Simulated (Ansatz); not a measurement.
Wanted: the native input for an Ansatz 0.2.0 run.

```
Task                                : band structure
Functional                          : r2SCAN
Potentials or basis                 : Ansatz PAW
Cutoff                              : 500 eV (not typed: the program's choice for these potentials)
k mesh                              : 8 × 8 × 8
Occupations                         : fermi-dirac, width 0.05 eV
Spin                                : no spin polarisation
Path                                : [["G", "X", "W", "K", "G", "L", "U", "W", "L", "K"], ["U", "X"]]
Points for each segment of the path : 14
```

PbF2 (Fluorocronite):

```xyz
3
Lattice="0.0000 2.9637 2.9637 2.9637 0.0000 2.9637 2.9637 2.9637 0.0000" Properties=species:S:1:pos:R:3 pbc="T T T"
Pb    0.0000    0.0000    0.0000
F     4.4455    4.4455    4.4455
F     1.4818    1.4818    1.4818
```

The input as run:

input.yaml

```yaml
crystal:
  lattice:
    - [0.0, 2.96366, 2.96366]
    - [2.96366, 0.0, 2.96366]
    - [2.96366, 2.96366, 0.0]
  atoms:
    - { symbol: Pb, position: [0.0, 0.0, 0.0] }
    - { symbol: F, position: [0.75, 0.75, 0.75] }
    - { symbol: F, position: [0.25, 0.25, 0.25] }
hamiltonian:
  xc: r2scan
  pseudopotentials: { kind: paw }
kpoints:
  mp_grid: { grid: [8, 8, 8] }
  band_path:
    path:
      - [[0.0, 0.0, 0.0], [0.5, 0.0, 0.5], [0.5, 0.25, 0.75], [0.375, 0.375, 0.75], [0.0, 0.0, 0.0], [0.5, 0.5, 0.5], [0.625, 0.25, 0.625], [0.5, 0.25, 0.75], [0.5, 0.5, 0.5], [0.375, 0.375, 0.75]]
      - [[0.625, 0.25, 0.625], [0.5, 0.0, 0.5]]
    npoints: 14
scf:
  occupations: { method: fermi_dirac, width: 0.05 }
  n_extra_bands: 7
output:
  forces: true
  stress: true
  eigenvalues: true
  fatbands: false
  write_density: true
  write_potential: true
  elf: true
  volumetric_format: npy
```

Potentials or basis: Ansatz PAW.

The run is started by

```console
$ ansatz run input.yaml --threads 2 --pin off --max-ram 5632MiB --backend cpu --events-out ev --progress --plain --runs-dir out
```

Results of the run:

```yaml
Pressure: -0.2 GPa
Band_gap_on_the_k_mesh: 4.93 eV, indirect (least direct gap 5.07 eV)
Band_gap_along_the_path: 4.93 eV, indirect (least direct gap 5.07 eV)
```

Caveat: spin-orbit coupling is left out, which as a rule narrows the gap of such compounds by several tenths of an eV; the PAW data sets come from PBE, with cores solved anew for the run's functional, which leaves a small shift of forces and pressure.

Wall time 9.6 s on 2 threads of AMD EPYC 7R43 64-Core Processor (Zen 3) (shared host), peak memory 0.52 GiB.
